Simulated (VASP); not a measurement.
A run of VASP 6.6.1 is set up as follows.

File INCAR:

```
PREC = Accurate ; ENCUT = 600
EDIFF = 1E-6 ; ISMEAR = 0
SIGMA = 0.03 ; LREAL = F
LASPH = T ; NELM = 80
ALGO = Normal ; ISIF = 3
LWAVE = F ; LCHARG = F
GGA = PS ; IBRION = 2
NSW = 90 ; EDIFFG = -0.01
KPAR = 2
```

Contents of KPOINTS:

```
regular mesh
0
Gamma
  8 8 8
```

Contents of POSCAR:

```
PbF2
1.0
    0.0000000000      2.9636600000      2.9636600000
    2.9636600000      0.0000000000      2.9636600000
    2.9636600000      2.9636600000      0.0000000000
Pb F
1 2
Direct
    0.0000000000      0.0000000000      0.0000000000
    0.2500000000      0.2500000000      0.2500000000
    0.7500000000      0.7500000000      0.7500000000
```

Potentials or basis: VASP PAW PBE potentials, release 64 (Pb_d, F).

Run with:

```console
$ cat potpaw_PBE.64/Pb_d/POTCAR potpaw_PBE.64/F/POTCAR > POTCAR
$ mpirun -np 2 vasp_std > vasp.out
```

Problem. Estimate the relaxed volume.

Solution. 17.05 Å³/atom.

Problem. What does it give for the relaxed cell?

Solution. a = 4.167 Å, b = 4.167 Å, c = 4.167 Å, α = 60.00°, β = 60.00°, γ = 60.00°.

The path:
```
step  energy change (eV)  largest force (eV/Å)  pressure (GPa)  volume (Å³)
   1              0.0000                0.0000           -1.29        52.06
   2             -0.0037                0.0000            0.21        51.01
   3             -0.0038                0.0000            0.00        51.15
```

Caveat: the PAW data sets were made with another functional, which shifts forces and pressure a little.
